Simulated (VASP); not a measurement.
# BP (F-43m) in VASP: further runs, part 2 of 2

VASP 6.6.1. Earlier steps stand in the parts before.

### Step 4. Phonons, LDA

This run uses another cell than the first one, of 11.31 Å³/atom, 0.963 times its volume.

POSCAR reads:

```
BP
1.0
    0.0000000000      2.2448630182      2.2448630182
    2.2448630182      0.0000000000      2.2448630182
    2.2448630182      2.2448630182      0.0000000000
  B               P
     1     1
Direct
     0.0000000000000000    0.0000000000000000    0.0000000000000000
     0.2500000000000000    0.2500000000000000    0.2500000000000000
```

INCAR.step1 reads:

```
SYSTEM = BP
PREC = Accurate
ENCUT = 600
EDIFF = 1E-8
ISMEAR = 0
SIGMA = 0.03
LREAL = .FALSE.
LASPH = .TRUE.
NELM = 80
ALGO = Normal
ISIF = 3
LWAVE = .FALSE.
LCHARG = .FALSE.
IBRION = 2
NSW = 40
EDIFFG = -0.002
```

INCAR.step2 reads:

```
SYSTEM = BP
PREC = Accurate
ENCUT = 600
EDIFF = 1E-8
ISMEAR = 0
SIGMA = 0.03
LREAL = .FALSE.
LASPH = .TRUE.
NELM = 80
ALGO = Normal
ISIF = 2
LWAVE = .FALSE.
LCHARG = .FALSE.
IBRION = 6
NFREE = 2
POTIM = 0.015
NSW = 1
```

KPOINTS reads:

```
regular mesh
0
G
  10 10 10
  0 0 0
```

Potentials or basis: VASP PAW LDA potentials, release 64 (B, P).

Launch:

```bash
$ cat potpaw_LDA.64/B/POTCAR potpaw_LDA.64/P/POTCAR > POTCAR
$ cp INCAR.step1 INCAR
$ mpirun -np 1 vasp_std > vasp.out
$ cp CONTCAR POSCAR
$ cp INCAR.step2 INCAR
$ mpirun -np 1 vasp_std > vasp.out
```

OUTCAR:

```text
SYSTEM = BP
   PREC = Accurate
   ENCUT = 600
   EDIFF = 1E-8
   ISMEAR = 0
   LREAL = .FALSE.
   LASPH = .TRUE.
   NELM = 80
   ISIF = 2
   IBRION = 6
   NFREE = 2
   POTIM = 0.015
   NSW = 1

 ion  position               nearest neighbor table
   1  0.000  0.000  0.000-   2 1.94   2 1.94   2 1.94   2 1.94
   2  0.250  0.250  0.250-   1 1.94   1 1.94   1 1.94   1 1.94

  LATTYP: Found a face centered cubic cell.
 ALAT       =     4.4897260364

  Lattice vectors:
[... 611 lines left out ...]

  FORCE on cell =-STRESS in cart. coord.  units (eV):
  Direction    XX          YY          ZZ          XY          YZ          ZX
  --------------------------------------------------------------------------------------
  -------------------------------------------------------------------------------------
  Total       -0.0024242      0.0017637      0.0017637      0.0000000      0.1215277      0.0000000
  in kB       -0.1716655      0.1248933      0.1248933      0.0000000      8.6057002      0.0000000
  external PRESSURE =       0.0260403 kB  Pullay stress =       0.0000000 kB
[... 17 lines left out ...]
  FREE ENERGIE OF THE ION-ELECTRON SYSTEM (eV)
  ---------------------------------------------------
  free  energy   TOTEN  =       -14.3988089026 eV

  energy  without entropy=      -14.3988089026  energy(sigma->0) =      -14.39880890

 INTERNAL STRAIN TENSORS FROM DISPLACED ATOMS
 ============================================

 INTERNAL STRAIN TENSOR FOR ION    1 for displacements in x,y,z  (eV/Angst):
          X           Y           Z          XY          YZ          ZX
  --------------------------------------------------------------------------------
  x     0.00000     0.00000     0.00000     0.00000     8.11158     0.00000
  y     0.00000     0.00000     0.00000     0.00000     0.00000     8.11158
  z     0.00000     0.00000     0.00000     8.11158     0.00000     0.00000

 INTERNAL STRAIN TENSOR FOR ION    2 for displacements in x,y,z  (eV/Angst):
          X           Y           Z          XY          YZ          ZX
  --------------------------------------------------------------------------------
  x     0.00000     0.00000     0.00000     0.00000    -8.10412     0.00000
  y     0.00000    -0.00000     0.00000     0.00000     0.00000    -8.10412
  z     0.00000     0.00000     0.00000    -8.10412     0.00000     0.00000

 Eigenvectors and eigenvalues of the dynamical matrix
 ----------------------------------------------------

   1 f  =   24.567276 THz   154.360751 2PiTHz  819.476136 cm-1   101.602046 meV
             X         Y         Z           dx          dy          dz
      0.000000  0.000000  0.000000    -0.860969    0.000000    0.000000
      1.122432  1.122432  1.122432     0.508658    0.000000    0.000000
[... 21 lines left out ...]
   6 f/i=    0.000093 THz     0.000585 2PiTHz    0.003106 cm-1     0.000385 meV
             X         Y         Z           dx          dy          dz
      0.000000  0.000000  0.000000     0.000000    0.000000   -0.508658
      1.122432  1.122432  1.122432     0.000000    0.000000   -0.860969

 ELASTIC MODULI CONTR FROM IONIC RELAXATION (kBar)
 Direction    XX          YY          ZZ          XY          YZ          ZX
 --------------------------------------------------------------------------------
 XX          -0.0000      0.0000     -0.0000      0.0000      0.0000      0.0000
 YY           0.0000     -0.0000     -0.0000      0.0000      0.0000     -0.0000
 ZZ          -0.0000     -0.0000     -0.0000      0.0000      0.0000      0.0000
 XY           0.0000      0.0000      0.0000   -235.2153      0.0000      0.0000
 YZ           0.0000      0.0000      0.0000      0.0000   -235.2153      0.0000
 ZX           0.0000     -0.0000      0.0000      0.0000      0.0000   -235.2153
 --------------------------------------------------------------------------------
```

OUTCAR.step1:

```text
SYSTEM = BP
   PREC = Accurate
   ENCUT = 600
   EDIFF = 1E-8
   ISMEAR = 0
   LREAL = .FALSE.
   LASPH = .TRUE.
[... 490 lines left out ...]
      0.00000      0.00000      0.00000        -0.000000     -0.000000     -0.000000
      1.12243      1.12243      1.12243         0.000000      0.000000      0.000000
 -----------------------------------------------------------------------------------
    total drift:                               -0.000000     -0.000000     -0.000000

  FREE ENERGIE OF THE ION-ELECTRON SYSTEM (eV)
  ---------------------------------------------------
  free  energy   TOTEN  =       -14.4010360752 eV

  energy  without entropy=      -14.4010360752  energy(sigma->0) =      -14.40103608

 reached required accuracy - stopping structural energy minimisation
```

OSZICAR.step1:

```text
N       E                     dE             d eps       ncg     rms          rms(c)
DAV:   1     0.110324751067E+02    0.11032E+02   -0.44102E+03   752   0.100E+03
DAV:   2    -0.150165047555E+02   -0.26049E+02   -0.24327E+02  1168   0.119E+02
DAV:   3    -0.153018536308E+02   -0.28535E+00   -0.28535E+00   864   0.166E+01
DAV:   4    -0.153026121470E+02   -0.75852E-03   -0.75852E-03  1232   0.889E-01
DAV:   5    -0.153026125837E+02   -0.43673E-06   -0.43673E-06   872   0.161E-02    0.768E+00
DAV:   6    -0.145375290954E+02    0.76508E+00   -0.20289E+00   808   0.784E+00    0.409E+00
DAV:   7    -0.144142625435E+02    0.12327E+00   -0.32163E-01  1152   0.346E+00    0.129E+00
DAV:   8    -0.144010227556E+02    0.13240E-01   -0.36108E-02   840   0.123E+00    0.255E-01
DAV:   9    -0.144010409253E+02   -0.18170E-04   -0.53618E-04  1096   0.215E-01    0.160E-01
DAV:  10    -0.144010339796E+02    0.69457E-05   -0.12940E-04   800   0.807E-02    0.264E-02
DAV:  11    -0.144010363432E+02   -0.23636E-05   -0.45114E-06  1136   0.161E-02    0.361E-02
DAV:  12    -0.144010360719E+02    0.27130E-06   -0.14827E-06   816   0.669E-03    0.640E-03
DAV:  13    -0.144010360752E+02   -0.33932E-08   -0.40137E-08  1064   0.160E-03
   1 F= -.14401036E+02 E0= -.14401036E+02  d E =-.144010E+02
```

Wall time 84 s (1 thread of Intel Xeon Platinum 8488C (Sapphire Rapids), shared host); peak memory 0.19 GiB.

What came out:

```yaml
Highest_phonon_frequency_at_Γ_LO-TO_splitting_left_out: 819 cm⁻¹
```

Phonon frequencies in cm⁻¹ (negative: imaginary):
```
              q point        frequencies
(0.000, 0.000, 0.000)  0 0 0 819 819 819
```

### Step 5. Dielectric tensor, LDA

This run uses another cell than the first one, of 11.31 Å³/atom, 0.963 times its volume.

INCAR reads:

```
SYSTEM = BP
PREC = Accurate
ENCUT = 600
EDIFF = 1E-8
ISMEAR = 0
SIGMA = 0.03
LREAL = .FALSE.
LASPH = .TRUE.
NELM = 80
ALGO = Normal
ISIF = 2
LWAVE = .FALSE.
LCHARG = .FALSE.
LEPSILON = .TRUE.
```

KPOINTS reads:

```
regular mesh
0
Monkhorst
  16 16 16
  0 0 0
```

POSCAR, as its differences from that of step 4:

```diff
@@ -1,2 +1,2 @@
-BP
+BP                                      
 1.0
@@ -5,3 +5,3 @@
     2.2448630182      2.2448630182      0.0000000000
-  B               P
+  B               P             
      1     1
```

Potentials or basis: VASP PAW LDA potentials, release 64 (B, P).

Launch:

```bash
$ cat potpaw_LDA.64/B/POTCAR potpaw_LDA.64/P/POTCAR > POTCAR
$ mpirun -np 1 vasp_std > vasp.out
```

OUTCAR:

```text
SYSTEM = BP
   PREC = Accurate
   ENCUT = 600
   EDIFF = 1E-8
   ISMEAR = 0
   LREAL = .FALSE.
   LASPH = .TRUE.
   NELM = 80
   ISIF = 2
   LEPSILON = .TRUE.

 ion  position               nearest neighbor table
   1  0.000  0.000  0.000-   2 1.94   2 1.94   2 1.94   2 1.94
   2  0.250  0.250  0.250-   1 1.94   1 1.94   1 1.94   1 1.94

  LATTYP: Found a face centered cubic cell.
 ALAT       =     4.4897260364

  Lattice vectors:

 A1 = (   0.0000000000,   2.2448630182,   2.2448630182)
 A2 = (   2.2448630182,   0.0000000000,   2.2448630182)
 A3 = (   2.2448630182,   2.2448630182,   0.0000000000)

Analysis of symmetry for initial positions (statically):
=====================================================================
 Subroutine PRICEL returns:
 Original cell was already a primitive cell.

 Routine SETGRP: Setting up the symmetry group for a
 face centered cubic supercell.

 Subroutine GETGRP returns: Found 24 space group operations
 (whereof 24 operations were pure point group operations)
 out of a pool of 48 trial point group operations.
[... 483 lines left out ...]

 Free energy of the ion-electron system (eV)
  ---------------------------------------------------
  ---------------------------------------------------
  free energy    TOTEN  =        -0.54085867 eV

  energy without entropy =       -0.54085867

------------------------ aborting loop because EDIFF is reached ----------------------------------------

 PIEZOELECTRIC TENSOR FIELD DIRECTION 3  (e Angst)
 -----------------------------------------------------------------------------
    -0.00087  0.24197  0.00000           ( -0.00000  0.07465  0.00000)
     0.24197 -0.00087  0.00000           (  0.07465 -0.00000  0.00000)
     0.00000  0.00000  0.00103           (  0.00000  0.00000 -0.00000)

 PIEZOELECTRIC TENSOR FIELD DIRECTION 3  (C/m^2)
 -----------------------------------------------------------------------------
    -0.00061  0.17135  0.00000
     0.17135 -0.00061  0.00000
     0.00000  0.00000  0.00073

 MACROSCOPIC STATIC DIELECTRIC TENSOR (including local field effects in DFT)
 ------------------------------------------------------
           9.191872     0.000000     0.000000
           0.000000     9.191872     0.000000
           0.000000    -0.000000     9.191872
 ------------------------------------------------------

 PIEZOELECTRIC TENSOR (including local field effects)  for field in x, y, z        (e  Angst)
          XX          YY          ZZ          XY          YZ          ZX
  --------------------------------------------------------------------------------
  x    -0.00000    -0.00000     0.00000     0.00000     0.24121     0.00000
  y    -0.00000    -0.00000     0.00000    -0.00000    -0.00000     0.24121
  z    -0.00000     0.00000     0.00000     0.24121     0.00000     0.00000

 PIEZOELECTRIC TENSOR (including local field effects)  for field in x, y, z        (C/m^2)
          XX          YY          ZZ          XY          YZ          ZX
  --------------------------------------------------------------------------------
  x    -0.00000    -0.00000     0.00000     0.00000     0.17081     0.00000
  y    -0.00000    -0.00000     0.00000    -0.00000    -0.00000     0.17081
  z    -0.00000     0.00000     0.00000     0.17081     0.00000     0.00000

 BORN EFFECTIVE CHARGES (including local field effects) (in |e|, cummulative output)
 ---------------------------------------------------------------------------------
 ion    1
    1    -0.62513    -0.00000     0.00000
    2     0.00000    -0.62513    -0.00000
    3     0.00000     0.00000    -0.62513
 ion    2
    1     0.62513     0.00000    -0.00000
    2     0.00000     0.62513     0.00000
    3    -0.00000    -0.00000     0.62513
```

Run time: 21 min. Hardware: 1 thread of Intel Xeon Platinum 8488C (Sapphire Rapids), shared host; peak memory 1.1 GiB.

What came out:

| Item | Value |
| --- | --- |
| Electronic dielectric tensor (diagonal) | 9.19 |
| Born charges (mean of the diagonal) | B -0.63; P +0.63 e |

Electronic dielectric tensor:
```
9.19 0.00 0.00
0.00 9.19 0.00
0.00 0.00 9.19
```

Born effective charge tensors (e):
atom 1, B
```
-0.63  0.00  0.00
 0.00 -0.63  0.00
 0.00  0.00 -0.63
```
atom 2, P
```
0.63 0.00 0.00
0.00 0.63 0.00
0.00 0.00 0.63
```
